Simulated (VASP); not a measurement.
# C (P6_3/mmc) in VASP: settings compared, part 2 of 2

VASP 6.6.1.

### 4 Band structure, PBE0

The COD entry that gives the cell may itself be a prediction, so a difference from it is no test against experiment.

The input, POSCAR:

```
C
1.0
    2.5221000000      0.0000000000      0.0000000000
   -1.2610500000      2.1842026709      0.0000000000
    0.0000000000      0.0000000000      8.2371000000
C
8
Direct
    0.6666666667      0.3333333333      0.8437500000
    0.3333333333      0.6666666667      0.3437500000
    0.6666666667      0.3333333333      0.6562500000
    0.3333333333      0.6666666667      0.1562500000
    0.0000000000      0.0000000000      0.9062500000
    0.0000000000      0.0000000000      0.4062500000
    0.0000000000      0.0000000000      0.5937500000
    0.0000000000      0.0000000000      0.0937500000
```

The input, INCAR.step1:

```
PREC = Accurate
ENCUT = 520
EDIFF = 1E-5
ISMEAR = 0
SIGMA = 0.02
LREAL = F
LASPH = T
NELM = 80
ALGO = Normal
ISIF = 2
LWAVE = T
LCHARG = F
NBANDS = 26
GGA = PE
KPAR = 4
```

The input, INCAR.step2:

```
PREC = Accurate
ENCUT = 520
EDIFF = 1E-7
ISMEAR = 0
SIGMA = 0.02
LREAL = F
LASPH = T
NELM = 80
ALGO = Normal
ISIF = 2
LWAVE = F
LCHARG = F
GGA = PE
LHFCALC = T
AEXX = 0.25
PRECFOCK = Fast
NBANDS = 26
ISTART = 1
HFRCUT = -1
KPAR = 4
```

The input, KPOINTS:

```
regular mesh
0
Gamma
  8 8 2
```

The input, KPOINTS_OPT:

```
path GMKGALHA,LM,KH
12
line-mode
reciprocal
 0.0000000000  0.0000000000  0.0000000000  G
 0.5000000000  0.0000000000  0.0000000000  M

 0.5000000000  0.0000000000  0.0000000000  M
 0.3333333333  0.3333333333  0.0000000000  K

 0.3333333333  0.3333333333  0.0000000000  K
 0.0000000000  0.0000000000  0.0000000000  G

 0.0000000000  0.0000000000  0.0000000000  G
 0.0000000000  0.0000000000  0.5000000000  A

 0.0000000000  0.0000000000  0.5000000000  A
 0.5000000000  0.0000000000  0.5000000000  L

 0.5000000000  0.0000000000  0.5000000000  L
 0.3333333333  0.3333333333  0.5000000000  H

 0.3333333333  0.3333333333  0.5000000000  H
 0.0000000000  0.0000000000  0.5000000000  A

 0.5000000000  0.0000000000  0.5000000000  L
 0.5000000000  0.0000000000  0.0000000000  M

 0.3333333333  0.3333333333  0.0000000000  K
 0.3333333333  0.3333333333  0.5000000000  H
```

Potentials or basis: VASP PAW PBE potentials, release 64 (C).

Launch:

```sh
$ cat potpaw_PBE.64/C/POTCAR > POTCAR
$ cp INCAR.step1 INCAR
$ mpirun -np 4 vasp_std > vasp.out
$ cp INCAR.step2 INCAR
$ mpirun -np 4 vasp_std > vasp.out
```

OUTCAR:

```text
PREC = Accurate
   ENCUT = 520
   EDIFF = 1E-7
   ISMEAR = 0
   LREAL = F
   LASPH = T
   NELM = 80
   ISIF = 2
   GGA = PE
   LHFCALC = T
   AEXX = 0.25
   PRECFOCK = Fast
   ISTART = 1

 ion  position               nearest neighbor table
   1  0.667  0.333  0.844-   3 1.54   5 1.54   5 1.54   5 1.54
   2  0.333  0.667  0.344-   4 1.54   6 1.54   6 1.54   6 1.54
   3  0.667  0.333  0.656-   1 1.54   7 1.54   7 1.54   7 1.54
   4  0.333  0.667  0.156-   2 1.54   8 1.54   8 1.54   8 1.54
[... 801 lines left out ...]
  Total       -3.1464733     -3.1464733      0.3891555      0.0000000      0.0000000      0.0000000
  in kB     -111.0976976   -111.0976976     13.7405509      0.0000000      0.0000000      0.0000000
  external PRESSURE =     -69.4849481 kB  Pullay stress =       0.0000000 kB

 VOLUME and BASIS-vectors are now :
 -----------------------------------------------------------------------------
  energy-cutoff  :      520.00
  volume of cell :       45.38
      direct lattice vectors                 reciprocal lattice vectors
     2.522100000  0.000000000  0.000000000     0.396494984  0.228916486  0.000000000
    -1.261050000  2.184202671  0.000000000     0.000000000  0.457832972  0.000000000
     0.000000000  0.000000000  8.237100000     0.000000000  0.000000000  0.121401950

 POSITION                                       TOTAL-FORCE (eV/Angst)
 -----------------------------------------------------------------------------------
      1.26105      0.72807      6.95005         0.000000     -0.000000      0.333692
     -0.00000      1.45614      2.83150         0.000000      0.000000      0.333692
      1.26105      0.72807      5.40560        -0.000000     -0.000000     -0.333692
     -0.00000      1.45614      1.28705         0.000000      0.000000     -0.333692
      0.00000      0.00000      7.46487        -0.000000     -0.000000      0.325204
      0.00000      0.00000      3.34632         0.000000      0.000000      0.325204
      0.00000      0.00000      4.89078        -0.000000     -0.000000     -0.325204
      0.00000      0.00000      0.77223         0.000000      0.000000     -0.325204
 -----------------------------------------------------------------------------------
    total drift:                               -0.000000     -0.000002      0.000000

  FREE ENERGIE OF THE ION-ELECTRON SYSTEM (eV)
  ---------------------------------------------------
  free  energy   TOTEN  =       -88.3883214291 eV

  energy  without entropy=      -88.3883214291  energy(sigma->0) =      -88.38832143
```

OUTCAR.step1:

```text
PREC = Accurate
   ENCUT = 520
   EDIFF = 1E-5
   ISMEAR = 0
   LREAL = F
[... 822 lines left out ...]
      0.00000      0.00000      7.46487         0.000000      0.000000      0.328902
      0.00000      0.00000      3.34632        -0.000000     -0.000000      0.328902
      0.00000      0.00000      4.89078        -0.000000      0.000000     -0.328902
      0.00000      0.00000      0.77223        -0.000000     -0.000000     -0.328902
 -----------------------------------------------------------------------------------
    total drift:                               -0.000000      0.000000      0.000000

  FREE ENERGIE OF THE ION-ELECTRON SYSTEM (eV)
  ---------------------------------------------------
  free  energy   TOTEN  =       -72.6460901910 eV

  energy  without entropy=      -72.6460901910  energy(sigma->0) =      -72.64609019
```

It took 24 min on 4 MPI ranks of Intel Xeon 6975P-C (Granite Rapids), shared host; peak memory 0.23 GiB.

What came out:

* Free energy: -88.3883 eV
* Pressure: -6.9 GPa
* Largest force: 0.334 eV/Å
* Band gap on the k mesh: 6.36 eV, indirect (least direct gap 7.28 eV)
* Band gap along the path: 6.33 eV, indirect (least direct gap 7.28 eV)

Forces on the atoms (eV/Å):
```
C    0.000  0.000  0.334
C    0.000  0.000  0.334
C    0.000  0.000 -0.334
C    0.000  0.000 -0.334
C    0.000  0.000  0.325
C    0.000  0.000  0.325
C    0.000  0.000 -0.325
C    0.000  0.000 -0.325
```

Stress tensor (GPa, compression positive):
```
-11.11   0.00   0.00
  0.00 -11.11   0.00
  0.00   0.00   1.37
```

Levels at the corners of the path, in eV from the valence-band top:
```csv
point,band 14,band 15,band 16,band 17,band 18,band 19
Γ,-0.23,0.00,0.00,7.28,7.28,7.85
M,-5.00,-4.05,-3.23,6.37,7.56,7.90
M,-5.00,-4.05,-3.23,6.37,7.56,7.90
K,-6.17,-6.17,-4.44,8.28,8.28,10.10
K,-6.17,-6.17,-4.44,8.28,8.28,10.10
Γ,-0.23,0.00,0.00,7.28,7.28,7.85
Γ,-0.23,0.00,0.00,7.28,7.28,7.85
A,-0.72,-0.72,-0.72,8.13,8.13,8.13
A,-0.72,-0.72,-0.72,8.13,8.13,8.13
L,-5.16,-4.01,-4.01,6.75,6.75,9.17
L,-5.16,-4.01,-4.01,6.75,6.75,9.17
H,-5.88,-5.58,-5.58,7.17,7.17,12.16
H,-5.88,-5.58,-5.58,7.17,7.17,12.16
A,-0.72,-0.72,-0.72,8.13,8.13,8.13
L,-5.16,-4.01,-4.01,6.75,6.75,9.17
M,-5.00,-4.05,-3.23,6.37,7.56,7.90
K,-6.17,-6.17,-4.44,8.28,8.28,10.10
H,-5.88,-5.58,-5.58,7.17,7.17,12.16
```

Caveat: the PAW data sets were made with another functional, which shifts forces and pressure a little.

### 5 Band structure, r2SCAN-EpsX

POSCAR is that of step 4.

The input, INCAR.step1:

```
PREC = Accurate
ENCUT = 520
EDIFF = 1E-8
ISMEAR = 0
SIGMA = 0.02
LREAL = F
LASPH = T
NELM = 80
ALGO = Normal
ISIF = 2
LWAVE = F
LCHARG = F
GGA = PE
LEPSILON = T
KPAR = 4
```

The input, KPOINTS.step1:

```
Automatic mesh
0
G
  12 12 4
  0 0 0
```

The input, INCAR.step2:

```
PREC = Accurate
ENCUT = 520
EDIFF = 1E-5
ISMEAR = 0
SIGMA = 0.02
LREAL = F
LASPH = T
NELM = 80
ALGO = Normal
ISIF = 2
LWAVE = T
LCHARG = F
NBANDS = 26
GGA = PE
KPAR = 4
```

The input, KPOINTS.step2:

```
regular mesh
0
Gamma
  8 8 2
```

The input, INCAR.step3:

```
PREC = Accurate
ENCUT = 520
EDIFF = 1E-7
ISMEAR = 0
SIGMA = 0.02
LREAL = F
LASPH = T
NELM = 80
ALGO = Normal
ISIF = 2
LWAVE = F
LCHARG = F
METAGGA = R2SCAN
LHFCALC = T
AEXX = 0.1719
LMIXTAU = T
PRECFOCK = Fast
NBANDS = 26
ISTART = 1
HFRCUT = -1
KPAR = 4
```

The input, KPOINTS.step3:

```
regular mesh
0
Gamma
  8 8 2
```

KPOINTS_OPT is that of step 4.

Launch:

```sh
$ cat potpaw_PBE.64/C/POTCAR > POTCAR
$ cp INCAR.step1 INCAR
$ cp KPOINTS.step1 KPOINTS
$ mpirun -np 4 vasp_std > vasp.out
$ cp INCAR.step2 INCAR
$ cp KPOINTS.step2 KPOINTS
$ mpirun -np 4 vasp_std > vasp.out
$ cp INCAR.step3 INCAR
$ cp KPOINTS.step3 KPOINTS
$ mpirun -np 4 vasp_std > vasp.out
```

Run time: 26 min. Hardware: 4 MPI ranks of Intel Xeon 6975P-C (Granite Rapids), shared host; peak memory 0.39 GiB.

The run converged. Its results:

| Item | Value |
| --- | --- |
| Free energy | -88.1559 eV |
| Pressure | -6.4 GPa |
| Largest force | 0.352 eV/Å |
| Band gap on the k mesh | 5.88 eV, indirect (least direct gap 6.74 eV) |
| Band gap along the path | 5.85 eV, indirect (least direct gap 6.74 eV) |

Forces in eV/Å, atoms in the order of the input:
```
C    0.000  0.000  0.339
C    0.000  0.000  0.339
C    0.000  0.000 -0.339
C    0.000  0.000 -0.339
C    0.000  0.000  0.352
C    0.000  0.000  0.352
C    0.000  0.000 -0.352
C    0.000  0.000 -0.352
```

Stress tensor (GPa, compression positive):
```
-10.74   0.00   0.00
  0.00 -10.74   0.00
  0.00   0.00   2.33
```

Levels at the corners of the path, in eV from the valence-band top:
```
point  band 13  band 14  band 15  band 16  band 17  band 18  band 19  band 20
    Γ    -1.94    -0.23     0.00     0.00     6.74     6.74     7.33     8.75
    M    -5.56    -5.09    -4.11    -3.28     5.91     7.09     7.47     7.59
    M    -5.56    -5.09    -4.11    -3.28     5.91     7.09     7.47     7.59
    K    -7.88    -6.25    -6.25    -4.51     7.91     7.91     9.64    10.24
    K    -7.88    -6.25    -6.25    -4.51     7.91     7.91     9.64    10.24
    Γ    -1.94    -0.23     0.00     0.00     6.74     6.74     7.33     8.75
    Γ    -1.94    -0.23     0.00     0.00     6.74     6.74     7.33     8.75
    A    -0.74    -0.74    -0.74    -0.74     7.62     7.62     7.62     7.62
    A    -0.74    -0.74    -0.74    -0.74     7.62     7.62     7.62     7.62
    L    -5.24    -5.24    -4.08    -4.08     6.29     6.29     8.77     8.77
    L    -5.24    -5.24    -4.08    -4.08     6.29     6.29     8.77     8.77
    H    -5.97    -5.97    -5.66    -5.66     6.76     6.76    11.72    11.72
    H    -5.97    -5.97    -5.66    -5.66     6.76     6.76    11.72    11.72
    A    -0.74    -0.74    -0.74    -0.74     7.62     7.62     7.62     7.62
    L    -5.24    -5.24    -4.08    -4.08     6.29     6.29     8.77     8.77
    M    -5.56    -5.09    -4.11    -3.28     5.91     7.09     7.47     7.59
    K    -7.88    -6.25    -6.25    -4.51     7.91     7.91     9.64    10.24
    H    -5.97    -5.97    -5.66    -5.66     6.76     6.76    11.72    11.72
```

Caveat: the PAW data sets were made with another functional, which shifts forces and pressure a little.

### 6 Overview

| level | screening parameter | exchange at q = 0 | share of exact exchange | gap on the mesh (eV) | pressure (GPa) | largest force (eV/Å) |
| --- | --- | --- | --- | --- | --- | --- |
| HSE06 | 0.2 1/A | - | - | 5.61 | -6.8 | 0.33 |
| HSE03 | - | - | - | 5.36 | -6.4 | 0.34 |
| PBE0 | - | truncated | - | 6.36 | -6.9 | 0.33 |
| r2SCAN-EpsX | - | truncated | 0.1719 | 5.88 | -6.4 | 0.35 |

Alike in all rows: task band structure; potentials or basis VASP PAW PBE potentials, release 64 (C); no spin polarisation; cell as given; k mesh 8 × 8 × 2; cutoff (eV) 520; smearing gaussian 0.02 eV.

On the cell as given the gap runs from 5.33 eV (HSE03) to 6.33 eV (PBE0). The pressure there spans -6.9 GPa (PBE0) to -6.4 GPa (HSE03); a positive pressure means that this level wants a larger cell, a negative one a smaller.

Caveats: the PAW data sets were made with another functional, which shifts forces and pressure a little.

Total energies depend on the potentials used, so only differences within one code and one set of settings carry meaning.
